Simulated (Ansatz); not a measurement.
Crystal: I.

```
I
1.0
     3.63503   -2.39502    0.00000
     3.63503    2.39502    0.00000
     0.00000    0.00000    9.79344
I
4
Direct
  0.64930 0.35070 0.38440
  0.14930 0.85070 0.11560
  0.35070 0.64930 0.61560
  0.85070 0.14930 0.88440
```

| Quantity | Value |
| --- | --- |
| Program | Ansatz 0.2.0 |
| Task | relaxation of cell and atoms |
| Functional | PBEsol |
| Dispersion | D4 |
| Potentials or basis | Ansatz PAW |
| Cutoff | 420 eV (not typed: the program's choice for these potentials) |
| k mesh | 7 × 7 × 3 |
| Occupations | fermi-dirac, width 0.05 eV |
| Spin | no spin polarisation |

At the start: volume 42.63 Å³/atom.

Task: Where does the relaxation end?

Result: It ends after 8 steps and the volume is 36.79 Å³/atom (-13.7 %); space group Cmce (No. 64, to 0.05 Å).

Step by step:
```tsv
step	energy change (eV)	largest force (eV/Å)	volume (Å³)
1	0.0000	0.7607	170.52
2	-0.1845	0.3129	154.24
3	-0.2665	0.1182	150.16
4	-0.2800	0.0443	145.13
5	-0.2833	0.0235	147.47
6	-0.2835	0.0816	147.87
7	-0.2860	0.0082	147.16
8	-0.2829	0.0082	147.16
```

Final structure:
```yaml
crystal:
  lattice:
    - [3.55392, -2.17225, 0.00000]
    - [3.55392, 2.17225, 0.00000]
    - [0.00000, 0.00000, 9.53078]
  atoms:
    - { symbol: I, position: [0.67844, 0.32156, 0.37705] }
    - { symbol: I, position: [0.17844, 0.82156, 0.12295] }
    - { symbol: I, position: [0.32156, 0.67844, 0.62295] }
    - { symbol: I, position: [0.82156, 0.17844, 0.87705] }
```

Caveat: the plane-wave basis is chosen anew once the cell has moved, so the energies of steps on either side of that aren't comparable; the volume moved by -14 % from the deposited cell, more than functionals usually miss; the PAW data sets come from PBE, with cores solved anew for the run's functional, which leaves a small shift of forces and pressure.
